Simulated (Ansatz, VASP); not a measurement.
# Hf: VASP beside Ansatz

The input INCAR:

```
SYSTEM = Hf
  ALGO = Normal
  EDIFF = 1E-6
  EDIFFG = -0.005
  ENCUT = 600
  GGA = PE
  IBRION = 2
  ISIF = 3
  ISMEAR = -1
  LASPH = .TRUE.
  LCHARG = .FALSE.
  LREAL = .FALSE.
  LWAVE = .FALSE.
  NELM = 60
  NSW = 60
  PREC = Accurate
  SIGMA = 0.08
```

KPOINTS

```
k-points
0
G
  15 15 15
  0 0 0
```

Contents of POSCAR:

```
Hf
1.0
    2.8990833409      0.0000000000      0.0000000000
    0.0000000000      2.8990833409      0.0000000000
    0.0000000000      0.0000000000      2.8990833409
Hf
1
Direct
    0.0000000000      0.0000000000      0.0000000000
```

Input for Ansatz:

```yaml
crystal:
  lattice:
    - [2.8990833409, 0.0, 0.0]
    - [0.0, 2.8990833409, 0.0]
    - [0.0, 0.0, 2.8990833409]
  atoms:
    - { symbol: Hf, position: [0.0, 0.0, 0.0] }
kpoints:
  mp_grid: { grid: [15, 15, 15] }
scf:
  occupations: { method: fermi_dirac, width: 0.08 }
hamiltonian:
  xc: pbe
  pseudopotentials: { kind: paw }
output:
  forces: true
  stress: true
relax:
  f_tol: 0.005
  max_steps: 40
  cell: {}
```

Alike in both runs: task relaxation of cell and atoms; functional PBE; k mesh 15 × 15 × 15; occupations fermi-dirac, width 0.08 eV; no spin polarisation.

|  | VASP | Ansatz |
| --- | --- | --- |
| version | VASP 6.6.1 | Ansatz 0.2.0 |
| potentials or method | VASP PAW PBE potentials, release 64 (Hf_pv) | PAW with Ansatz's default frozen-core files, scalar-relativistic |
| plane-wave cutoff (eV) | 600 | 420 |
| valence electrons in the cell | 10 | 26 |

|  | VASP | Ansatz | Ansatz less VASP |
| --- | --- | --- | --- |
| relaxed volume (Å³/atom) | 24.73 | 24.84 | +0.105 |
| relaxed cell length with the largest relative difference (Å) | 2.913 | 2.918 | +0.0041 |
| energy change over the relaxation (meV/atom) | -1 | -2 | -0.8 |

The two sets of potentials don't hold the same shells in valence.

Spin-orbit coupling is left out, which matters for the levels of Hf.
